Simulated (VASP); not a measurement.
# MnSb (P6_3/mmc) in VASP: further runs

The runs below take MnSb through band structure, relaxation of cell and atoms, single point, with PBE+D2+U, PBE+rVV10+U, LDA+U.

Program: VASP 6.6.1. These are calculated values, not measurements. Logs are shortened: lines on timing, memory, paths and dates and some standing lists are left out, and cuts for length are marked.

### 1 The structure

It takes space group P6_3/mmc (No. 194, hexagonal). Conventional cell: a = 4.150 Å, b = 4.150 Å, c = 5.780 Å, α = 90.00°, β = 90.00°, γ = 120.00°. Sb (site symmetry -6m2) is surrounded by 6 Mn at 2.80 Å. Mn (site symmetry -3m) has 6 Sb at 2.80 Å and 2 Mn at 2.89 Å as nearest neighbours.

### 2 Band structure, PBE+D2+U, collinear spin, ferrimagnetic start

run.py

```python
from ase.calculators.vasp import Vasp
from ase.dft.bandgap import bandgap
from ase.io import read

atoms = read('MnSb.xyz')
atoms.set_initial_magnetic_moments([0.0, 0.0, 4.0, -2.0])
calc = Vasp(
    directory='calc',
    xc='pbe',
    pp='PBE',
    setups='materialsproject',
    prec='Accurate',
    encut=520,
    ediff=1e-06,
    ismear=-1,
    sigma=0.02,
    lreal=False,
    lasph=True,
    nelm=100,
    algo='Normal',
    isif=2,
    lwave=False,
    lcharg=True,
    ispin=2,
    lorbit=11,
    lmaxmix=4,
    ldautype=2,
    ldauprint=1,
    ivdw=1,
    ldau_luj={'Mn': {'L': 2, 'U': 4, 'J': 0}},
    kpts=[7, 7, 5],
    gamma=True,
)
atoms.calc = calc

print('energy (eV):', atoms.get_potential_energy())
print('free energy (eV):', atoms.get_potential_energy(force_consistent=True))
efermi = calc.get_fermi_level()
print('Fermi level (eV):', efermi)
path = atoms.cell.bandpath(npoints=60, eps=1e-4)
print('path:', path.path)
calc.set(kpts=path.kpts, reciprocal=True, icharg=11, isym=0, lcharg=False)
calc.calculate(atoms)
print('gap on the path (eV):', bandgap(calc, efermi=efermi)[0])
print('direct gap on the path (eV):', bandgap(calc, efermi=efermi, direct=True)[0])
```

MnSb.xyz

```xyz
4
Lattice="4.1500000000 0.0000000000 0.0000000000 -2.0750000000 3.5940054257 0.0000000000 0.0000000000 0.0000000000 5.7800000000" Properties=species:S:1:pos:R:3 pbc="T T T"
Sb     2.0750000002      1.1980018084      4.3350000000
Sb    -0.0000000002      2.3960036173      1.4450000000
Mn     0.0000000000      0.0000000000      2.8900000000
Mn     0.0000000000      0.0000000000      0.0000000000
```

Potentials or basis: VASP PAW PBE potentials, release 64 (Sb, Mn_pv).

Started as:

```console
python run.py
```

Output:

```text
energy (eV): -23.497457869999998
free energy (eV): -23.49873435
Fermi level (eV): 7.75832
path: GMKGALHA,LM,KH
gap on the path (eV): 0.0
direct gap on the path (eV): 0.0
```

OUTCAR:

```text
ENCUT = 520.000000
   EDIFF = 1.00e-06
   GGA = PE
   PREC = Accurate
   ICHARG = 11
   ISIF = 2
   ISMEAR = -1
   ISPIN = 2
   ISYM = 0
   LORBIT = 11
   NELM = 100
   IVDW = 1
   LASPH = .TRUE.
   LREAL = .FALSE.
  IVDW =   1

 ion  position               nearest neighbor table
   1  0.667  0.333  0.750-   3 2.80   4 2.80   3 2.80   4 2.80   3 2.80   4 2.80   2 3.75   2 3.75
                             2 3.75   2 3.75   2 3.75   2 3.75
   2  0.333  0.667  0.250-   3 2.80   4 2.80   3 2.80   4 2.80   3 2.80   4 2.80   1 3.75   1 3.75
                             1 3.75   1 3.75   1 3.75   1 3.75
   3  0.000  0.000  0.500-   1 2.80   2 2.80   1 2.80   2 2.80   1 2.80   2 2.80   4 2.89   4 2.89

   4  0.000  0.000  0.000-   1 2.80   2 2.80   1 2.80   2 2.80   1 2.80   2 2.80   3 2.89   3 2.89

IMPORTANT INFORMATION: All symmetrisations will be switched off!
NOSYMM: (Re-)initialisation of all symmetry stuff for point group C_1.

----------------------------------------------------------------------------------------

                                     Primitive cell

  volume of cell :      86.2094

  direct lattice vectors                    reciprocal lattice vectors
     4.150000000  0.000000000  0.000000000     0.240963855  0.139120547  0.000000000
    -2.075000000  3.594005426  0.000000000     0.000000000  0.278241094  0.000000000
     0.000000000  0.000000000  5.780000000     0.000000000  0.000000000  0.173010381

  length of vectors
     4.150000000  4.150000000  5.780000000     0.278241094  0.278241094  0.173010381

  position of ions in fractional coordinates (direct lattice)
     0.666666667  0.333333333  0.750000000
     0.333333333  0.666666667  0.250000000
     0.000000000  0.000000000  0.500000000
     0.000000000  0.000000000  0.000000000

  ion indices of the primitive-cell ions
   primitive index   ion index
                 1           1
                 2           2
                 3           3
                 4           4

----------------------------------------------------------------------------------------

 KPOINTS: KPOINTS created by Atomic Simulation Env

Read explicit list of k-points.

 Found     60 k-points:

 Following reciprocal coordinates:
            Coordinates               Weight
  0.000000  0.000000  0.000000      0.016667
  0.071429  0.000000  0.000000      0.016667
  0.142857  0.000000  0.000000      0.016667
  0.214286  0.000000  0.000000      0.016667
  0.285714  0.000000  0.000000      0.016667
  0.357143  0.000000  0.000000      0.016667
[... 16 lines left out ...]
  0.000000  0.000000  0.250000      0.016667
  0.000000  0.000000  0.375000      0.016667
 [... further k-points ...]
   k-points           NKPTS =     60   k-points in BZ     NKDIM =     60   number of bands    NBANDS=     23
[... 105 lines left out ...]
  0.9083 -0.0000 -0.0000  0.0078  0.0000
 -0.0000  0.9137 -0.0000  0.0000  0.0078
 -0.0000 -0.0000  0.8972 -0.0000 -0.0000
  0.0078  0.0000 -0.0000  0.9137 -0.0000
  0.0000  0.0078 -0.0000 -0.0000  0.9083

 occupancies and eigenvectors

  o =  0.0319  v =  0.0001 -0.6386 -0.0000  0.0000 -0.7696  0.0000  0.0000  0.0000  0.0000  0.0000      0.0000  0.0000  0.0000  0.0000  0.0000  0.0000  0.0000  0.0000  0.0000  0.0000
  o =  0.0319  v = -0.7696 -0.0000 -0.0000 -0.6386 -0.0001  0.0000  0.0000  0.0000  0.0000  0.0000      0.0000  0.0000  0.0000  0.0000  0.0000  0.0000  0.0000  0.0000  0.0000  0.0000
  o =  0.0580  v = -0.0000 -0.0000  1.0000  0.0000 -0.0000  0.0000  0.0000  0.0000  0.0000  0.0000      0.0000  0.0000  0.0000  0.0000  0.0000  0.0000  0.0000  0.0000  0.0000  0.0000
  o =  0.1463  v =  0.0001 -0.7696 -0.0000 -0.0001  0.6386  0.0000  0.0000  0.0000  0.0000  0.0000      0.0000  0.0000  0.0000  0.0000  0.0000  0.0000  0.0000  0.0000  0.0000  0.0000
  o =  0.1463  v = -0.6386 -0.0001 -0.0000  0.7696  0.0001  0.0000  0.0000  0.0000  0.0000  0.0000      0.0000  0.0000  0.0000  0.0000  0.0000  0.0000  0.0000  0.0000  0.0000  0.0000
  o =  0.8972  v =  0.0000  0.0000  0.0000  0.0000  0.0000  0.0000 -0.0000  1.0000  0.0000  0.0000      0.0000  0.0000  0.0000  0.0000  0.0000  0.0000  0.0000  0.0000  0.0000  0.0000
  o =  0.9028  v =  0.0000  0.0000  0.0000  0.0000  0.0000  0.0000  0.5815  0.0000  0.0000 -0.8136      0.0000  0.0000  0.0000  0.0000  0.0000  0.0000  0.0000  0.0000  0.0000  0.0000
  o =  0.9028  v =  0.0000  0.0000  0.0000  0.0000  0.0000 -0.8136 -0.0000 -0.0000  0.5815  0.0000      0.0000  0.0000  0.0000  0.0000  0.0000  0.0000  0.0000  0.0000  0.0000  0.0000
  o =  0.9192  v =  0.0000  0.0000  0.0000  0.0000  0.0000  0.0000 -0.8136  0.0000 -0.0000 -0.5815      0.0000  0.0000  0.0000  0.0000  0.0000  0.0000  0.0000  0.0000  0.0000  0.0000
  o =  0.9192  v =  0.0000  0.0000  0.0000  0.0000  0.0000  0.5815 -0.0000 -0.0000  0.8136  0.0000      0.0000  0.0000  0.0000  0.0000  0.0000  0.0000  0.0000  0.0000  0.0000  0.0000

 number of electron      36.0000011 magnetization       0.0000086

 Free energy of the ion-electron system (eV)
  ---------------------------------------------------
  ext. energy  EPLUGINS =         0.00000000
  ---------------------------------------------------
  free energy    TOTEN  =       304.87139528 eV

  energy without entropy =      304.87310772  energy(sigma->0) =      304.87225150

 number of electron      36.0000011 magnetization       0.0000086

 Free energy of the ion-electron system (eV)
  ---------------------------------------------------
  ext. energy  EPLUGINS =         0.00000000
  ---------------------------------------------------
  free energy    TOTEN  =       -20.90013544 eV

  energy without entropy =      -20.89823253  energy(sigma->0) =      -20.89918398

 E-fermi :   8.1107     XC(G=0): -10.5995

 val. band max:        8.0337558596   @ k =   0.0741   0.0741   0.0000
 cond. band min:       8.1135804138   @ k =   0.1429   0.0000   0.0000
 fundamental gap:      0.0798245542
 Fermi energy:         8.1107422763

 spin component 1

 k-point     1 :       0.0000    0.0000    0.0000
  band No.  band energies     occupation
      1     -42.8783      1.00000
      2     -42.8767      1.00000
      3     -42.8767      1.00000
      4     -38.4429      1.00000
      5     -38.4396      1.00000
      6     -38.4396      1.00000
[... 1241 lines left out ...]
     22       9.6524      0.00000
     23      11.4577      0.00000

 [... further k-points ...]

------------------------ aborting loop because EDIFF is reached ----------------------------------------

  DFT-D2 method for vdW energy calculation

  Number of pair interactions contributing to vdW energy:   60784

  Edisp (eV):   -1.57084

  FORCE on cell =-STRESS in cart. coord.  units (eV):
  Direction    XX          YY          ZZ          XY          YZ          ZX
  --------------------------------------------------------------------------------------
  -------------------------------------------------------------------------------------
  Total       6.25614     8.12755    10.80259    -0.12514     0.00071    -0.00036
  in kB     116.26860   151.04827   200.76314    -2.32574     0.01315    -0.00662
  external pressure =      156.03 kB  Pullay stress =        0.00 kB

 VOLUME and BASIS-vectors are now :
 -----------------------------------------------------------------------------
  energy-cutoff  :      520.00
  volume of cell :       86.21
      direct lattice vectors                 reciprocal lattice vectors
     4.150000000  0.000000000  0.000000000     0.240963855  0.139120547  0.000000000
    -2.075000000  3.594005426  0.000000000     0.000000000  0.278241094  0.000000000
     0.000000000  0.000000000  5.780000000     0.000000000  0.000000000  0.173010381

 POSITION                                       TOTAL-FORCE (eV/Angst)
 -----------------------------------------------------------------------------------
      2.07500      1.19800      4.33500        -0.026736     -0.015722      0.000043
     -0.00000      2.39600      1.44500         0.026738      0.015721     -0.000035
      0.00000      0.00000      2.89000        -0.000014     -0.000013      0.000008
      0.00000      0.00000      0.00000         0.000012      0.000014     -0.000017
 -----------------------------------------------------------------------------------
    total drift:                               -0.000004     -0.000001     -0.000009

  FREE ENERGIE OF THE ION-ELECTRON SYSTEM (eV)
  ---------------------------------------------------
  free  energy   TOTEN  =       -22.4709714602 eV

  energy  without entropy=      -22.4690685452  energy(sigma->0) =      -22.47002000

 total charge

# of ion       s       p       d       tot
------------------------------------------
    1        1.142   1.327   0.036   2.505
    2        1.142   1.327   0.036   2.505
    3        0.278   6.221   5.009  11.508
    4        0.278   6.221   5.009  11.508
--------------------------------------------------
tot          2.841  15.096  10.090  28.028

 magnetization (x)

# of ion       s       p       d       tot
------------------------------------------
    1       -0.000   0.000   0.000   0.000
    2       -0.000   0.000  -0.000   0.000
    3        0.047   0.050   4.049   4.146
    4       -0.047  -0.050  -4.049  -4.146
--------------------------------------------------
tot          0.000   0.000   0.000   0.000
```

INCAR:

```text
ENCUT = 520.000000
SIGMA = 0.020000
EDIFF = 1.00e-06
ALGO = Normal
GGA = PE
PREC = Accurate
ICHARG = 11
ISIF = 2
ISMEAR = -1
ISPIN = 2
ISYM = 0
LDAUPRINT = 1
LDAUTYPE = 2
LMAXMIX = 4
LORBIT = 11
NELM = 100
IVDW = 1
LASPH = .TRUE.
LCHARG = .FALSE.
LWAVE = .FALSE.
LREAL = .FALSE.
LDAU = .TRUE.
LDAUL = -1 2
LDAUU = 0.000 4.000
LDAUJ = 0.000 0.000
MAGMOM = 2*0.0000 1*4.0000 1*-2.0000
```

Wall time 5.4 min (1 thread of AMD EPYC 7R43 (Zen 3), shared host); peak memory 0.32 GiB.

What came out:

```
Band gap along the path    : none (metal or under the smearing width)
Net moment                 : 0.00 μB per cell
Dispersion energy per atom : -0.393 eV
```

Levels at the corners of the path, in eV from the Fermi level:
Spin up:
```
point  band 14  band 15  band 16  band 17  band 18  band 19  band 20  band 21  band 22  band 23
    Γ    -4.11    -0.64    -0.64     0.48     0.48     2.09     2.09     2.23     2.55     3.01
    M    -3.54    -3.15    -2.79    -2.21    -1.23     0.08     1.47     2.09     2.54     3.24
    K    -4.41    -2.18    -2.11    -2.11    -1.44    -1.44     1.01     2.49     2.49     3.10
    Γ    -4.11    -0.64    -0.64     0.48     0.48     2.09     2.09     2.23     2.55     3.01
    A    -1.73    -1.12    -1.09    -1.09     1.31     1.31     1.71     1.78     1.78     3.73
    L    -4.36    -4.13    -1.82    -1.25    -0.31     0.63     1.43     2.26     2.28     3.04
    H    -4.20    -4.14    -3.60    -3.60     0.53     0.53     1.78     2.59     2.59     4.06
    A    -1.73    -1.12    -1.09    -1.09     1.31     1.31     1.71     1.78     1.78     3.73
    L    -4.36    -4.13    -1.82    -1.25    -0.31     0.63     1.43     2.26     2.28     3.04
    M    -3.54    -3.15    -2.79    -2.21    -1.23     0.08     1.47     2.09     2.54     3.24
    K    -4.41    -2.18    -2.11    -2.11    -1.44    -1.44     1.01     2.49     2.49     3.10
    H    -4.20    -4.14    -3.60    -3.60     0.53     0.53     1.78     2.59     2.59     4.06
```
Spin down:
```tsv
point	band 14	band 15	band 16	band 17	band 18	band 19	band 20	band 21	band 22	band 23
Γ	-4.11	-0.64	-0.64	0.48	0.48	2.09	2.09	2.23	2.55	3.01
M	-3.54	-3.15	-2.79	-2.21	-1.23	0.08	1.47	2.09	2.54	3.24
K	-4.41	-2.18	-2.11	-2.11	-1.44	-1.44	1.01	2.49	2.49	3.10
Γ	-4.11	-0.64	-0.64	0.48	0.48	2.09	2.09	2.23	2.55	3.01
A	-1.73	-1.12	-1.09	-1.09	1.31	1.31	1.71	1.78	1.78	3.73
L	-4.36	-4.13	-1.82	-1.25	-0.31	0.63	1.43	2.26	2.28	3.04
H	-4.20	-4.14	-3.60	-3.60	0.53	0.53	1.78	2.59	2.59	4.06
A	-1.73	-1.12	-1.09	-1.09	1.31	1.31	1.71	1.78	1.78	3.73
L	-4.36	-4.13	-1.82	-1.25	-0.31	0.63	1.43	2.26	2.28	3.04
M	-3.54	-3.15	-2.79	-2.21	-1.23	0.08	1.47	2.09	2.54	3.24
K	-4.41	-2.18	-2.11	-2.11	-1.44	-1.44	1.01	2.49	2.49	3.10
H	-4.20	-4.14	-3.60	-3.60	0.53	0.53	1.78	2.59	2.59	4.06
```

Caveat: the log is that of the step along the path at fixed density, whose energy, stress, charges and moments have no meaning; atom-pairwise D2, TS and ULG terms overbind metals; spin-orbit coupling is left out, which moves the levels of the heavy elements; pairwise dispersion overbinds metals, which lowers pressure and volume; the U is typed as a test and isn't derived for this compound.

### 3 Relaxation of cell and atoms, PBE+rVV10+U, collinear spin, antiferromagnetic start

INCAR

```
ALGO = Normal
BPARAM = 10.0
CPARAM = 0.0093
EDIFF = 1E-6
EDIFFG = 1E-5
ENCUT = 400
GGA = PE
IBRION = 2
ISIF = 3
ISMEAR = -1
ISPIN = 2
IVDW_NL = 2
LASPH = T
LCHARG = F
LDAU = T
LDAUJ = 0 1
LDAUL = -1 2
LDAUPRINT = 1
LDAUTYPE = 1
LDAUU = 0 1
LMAXMIX = 4
LORBIT = 11
LREAL = F
LUSE_VDW = T
LWAVE = F
MAGMOM = 0 0 4 -4
NELM = 150
NSW = 40
PREC = Accurate
SIGMA = 0.05
```

KPOINTS

```
k-points
0
Gamma
  7 7 5
```

POSCAR

```
MnSb
1.0
    4.1500000000      0.0000000000      0.0000000000
   -2.0750000000      3.5940054257      0.0000000000
    0.0000000000      0.0000000000      5.7800000000
Sb Mn
2 2
Direct
    0.6666666667      0.3333333333      0.7500000000
    0.3333333333      0.6666666667      0.2500000000
    0.0000000000      0.0000000000      0.5000000000
    0.0000000000      0.0000000000      0.0000000000
```

Potentials or basis: VASP PAW PBE potentials, release 54 (Sb, Mn_pv).

Started as:

```console
cat potpaw_PBE.54/Sb/POTCAR potpaw_PBE.54/Mn_pv/POTCAR > POTCAR
mpirun -np 1 vasp_std > vasp.out
```

It took 19 min on 1 thread of AMD EPYC 7R43 (Zen 3), shared host; peak memory 0.33 GiB.

The run converged, but some of its settings lie outside the range that counts as converged (typed here: ENCUT = 400; EDIFFG = 1e-05), so its numbers aren't taken as properties of the crystal.

Results:

```
Free energy                                           : -25.1140 eV
Relaxed volume                                        : 19.43 Å³/atom
Relaxed cell                                          : a = 3.962 Å, b = 3.962 Å, c = 5.717 Å, α = 90.00°, β = 90.00°, γ = 120.00°
Space group after relaxing (to 0.05 Å)                : P6_3/mmc (No. 194)
Energy gained by relaxing                             : 43.0 meV/atom
Ionic steps                                           : 10
Pressure after relaxing                               : 0.0 GPa
Band gap on the k mesh                                : none (metal or under the smearing width)
Net moment                                            : 0.00 μB per cell
Site moments                                          : Sb +0.00, -0.00; Mn +2.80, -2.80 μB
Valence electrons inside the program's atomic spheres : Sb 2.49; Mn 11.65
```

Caveat: pairwise dispersion overbinds metals, which lowers pressure and volume; the U is typed as a test and isn't derived for this compound.

### 4 Single point, LDA+U, collinear spin, ferrimagnetic start

INCAR

```
  PREC = Accurate
  ENCUT = 500
  EDIFF = 1E-6
  ISMEAR = -5
  SIGMA = 0.05
  LREAL = False
  LASPH = True
  NELM = 150
  ALGO = Normal
  ISIF = 2
  LWAVE = False
  LCHARG = False
  ISPIN = 2
  MAGMOM = 0 0 4 -2
  LORBIT = 11
  LMAXMIX = 4
  LDAU = True
  LDAUTYPE = 2
  LDAUL = -1 2
  LDAUU = 0 3
  LDAUJ = 0 0.5
  LDAUPRINT = 1
  GGA = CA
  NBANDS = 24
```

KPOINTS

```
regular mesh
0
Gamma
  7 7 5
```

POSCAR is that of step 3.

Potentials or basis: VASP PAW LDA potentials, release 64 (Sb, Mn).

Started as:

```console
cat potpaw_LDA.64/Sb/POTCAR potpaw_LDA.64/Mn/POTCAR > POTCAR
mpirun -np 1 vasp_std > vasp.out
```

Run time: 3.2 min. Hardware: 1 thread of AMD EPYC 7R43 (Zen 3), shared host; peak memory 0.19 GiB.

The run converged. Its results:

```
Free energy                                           : -25.3714 eV
Pressure                                              : -3.6 GPa
Band gap on the k mesh                                : none (metal or under the smearing width)
Net moment                                            : 0.00 μB per cell
Site moments                                          : Sb +0.00; Mn +3.86, -3.86 μB
Valence electrons inside the program's atomic spheres : Sb 2.49; Mn 5.57
```

Levels at points of the mesh, in eV from the Fermi level:
Spin up:
```csv
k point,band 10,band 11,band 12,band 13,band 14,band 15
"(0.00, 0.00, 0.00)",-0.72,0.57,0.57,1.35,1.35,1.78
```
Spin down:
```tsv
k point	band 9	band 10	band 11	band 12	band 13	band 14	band 15	band 16
(0.00, 0.00, 0.00)	-0.72	-0.72	0.57	0.57	1.35	1.35	1.78	2.58
```

Eigenvalues of the final occupation matrices:
```csv
site,spin,trace,eigenvalues
site 3 d,1,4.41,0.87 0.87 0.87 0.90 0.90
site 3 d,2,0.61,0.05 0.05 0.09 0.21 0.21
site 4 d,1,0.61,0.05 0.05 0.09 0.21 0.21
site 4 d,2,4.41,0.87 0.87 0.87 0.90 0.90
```

Caveat: the U is typed as a test and isn't derived for this compound; tetrahedron occupations give inexact forces and stress in metals. The state reached can hang on the start; a lower one may exist.

### 5 For comparison

An earlier run on the cell as given: functional PBE; potentials or basis VASP PAW PBE potentials, release 64 (Sb, Mn_pv); cutoff 520 eV; k mesh 7 × 7 × 5; occupations fermi-dirac, width 0.05 eV; collinear spin, ferromagnetic start; starting moments [0.0, 0.0, 4.0, 4.0] μB.

- Pressure: -3.2 GPa
- Band gap on the k mesh: none (metal or under the smearing width)
- Net moment: 6.71 μB per cell
- Site moments: Sb -0.13; Mn +3.40 μB
- Valence electrons inside the program's atomic spheres: Sb 2.44; Mn 11.51

### 6 The runs side by side

```tsv
task	level	potentials or basis	spin	U	cutoff (eV)	smearing	LDAUTYPE	hund's J	gap on the mesh (eV)	pressure (GPa)	moment (μB)
band structure	PBE+D2+U	VASP PAW PBE potentials, release 64 (Sb, Mn_pv)	collinear, ferrimagnetic start	Mn d U = 4 eV	520	fermi-dirac 0.02 eV	-	-	-	-	0.00
single point	LDA+U	VASP PAW LDA potentials, release 64 (Sb, Mn)	collinear, ferrimagnetic start	Mn d U = 3 eV, J = 0.5 eV	500	tetrahedron	2	0.5	none	-3.6	0.00
single point	PBE	VASP PAW PBE potentials, release 64 (Sb, Mn_pv)	collinear, ferromagnetic start	-	520	fermi-dirac 0.05 eV	-	-	none	-3.2	6.71
```

Alike in all rows: cell as given; k mesh 7 × 7 × 5.

Caveats: the U is typed as a test and isn't derived for this compound (some runs); atom-pairwise D2, TS and ULG terms overbind metals (some runs); spin-orbit coupling is left out, which moves the levels of the heavy elements (some runs); pairwise dispersion overbinds metals, which lowers pressure and volume (some runs); tetrahedron occupations give inexact forces and stress in metals (some runs).

Absolute energies hang on the potentials; compare differences alone.
